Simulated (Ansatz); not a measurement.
The calculation used DFT PBE, scalar-relativistic, plane waves, PAW (Ansatz). Settings: cutoff 420 eV, Γ-centred meshes spaced at most about 0.3 Å⁻¹, and about 0.25 Å⁻¹ or finer for metals (2π included), Gaussian smearing. No spin polarisation.

Temperature and zero-point effects are left out.

Two relaxed structures of Cd₃Te₂:

A.

```
Cd Te
1.0
     4.62632    0.00000    0.00000
     0.00000    4.62632    0.00000
     0.00000    0.00000    9.59184
Cd Te
3 2
Cartesian
  2.3132 2.3132 3.4390
  2.3132 2.3132 6.1529
  0.0000 0.0000 0.0000
  0.0000 2.3132 1.6898
  2.3132 0.0000 7.9021
```

B.

```
Cd Te
1.0
     4.39597    0.00000    0.00000
    -2.19798    3.80702    0.00000
     0.00000    0.00000   18.98416
Cd Te
6 4
Cartesian
  0.0000 2.5380 15.6061
  2.1980 1.2690 6.1140
  2.1980 1.2690 3.3781
  0.0000 2.5380 12.8702
  0.0000 0.0000 0.0000
  0.0000 0.0000 9.4921
  2.1980 1.2690 17.2269
  0.0000 2.5380 7.7348
  2.1980 1.2690 11.2494
  0.0000 2.5380 1.7573
```

Problem. Which is lower in energy, and by how much?

Solution. A is lower, by 21 meV/atom. A has space group P-4m2 (No. 115), 41.1 Å³/atom and a gap of 0.21 eV on its mesh; B has space group P6_3/mmc (No. 194), 31.8 Å³/atom and no gap. Counting Te atoms around Cd (those within 1.25 times the shortest such distance or 1.15 times the sum of covalent radii, 1.27 where that leaves under three; a slash parts the counts of unlike sites), A has Cd 2/4 and B has Cd 3/6. The lower one is the more open, so pressure narrows the difference. In A, Cd on a site of symmetry 2mm has 1 Cd at 2.71 Å and 2 Te at 2.90 Å; Cd on a site of symmetry -4m2 has 4 Te at 2.86 Å; Te has 4 Cd at 2.86–2.90 Å. In B, around Cd on a site of symmetry 3m lie 1 Cd at 2.74 Å and 3 Te at 3.01 Å; Cd on a site of symmetry -3m is surrounded by 6 Te at 3.09 Å; around Te lie 6 Cd at 3.01–3.09 Å. Both come from invented guesses.

The k mesh leaves some 4 meV/atom of noise in the energy of each metallic cell. Spin–orbit coupling, which can matter for Te, is left out. Kohn–Sham gaps at this level usually fall short of measured ones. The missing spin–orbit coupling can work the other way here. Cells relaxed within their symmetry can be saddle points.
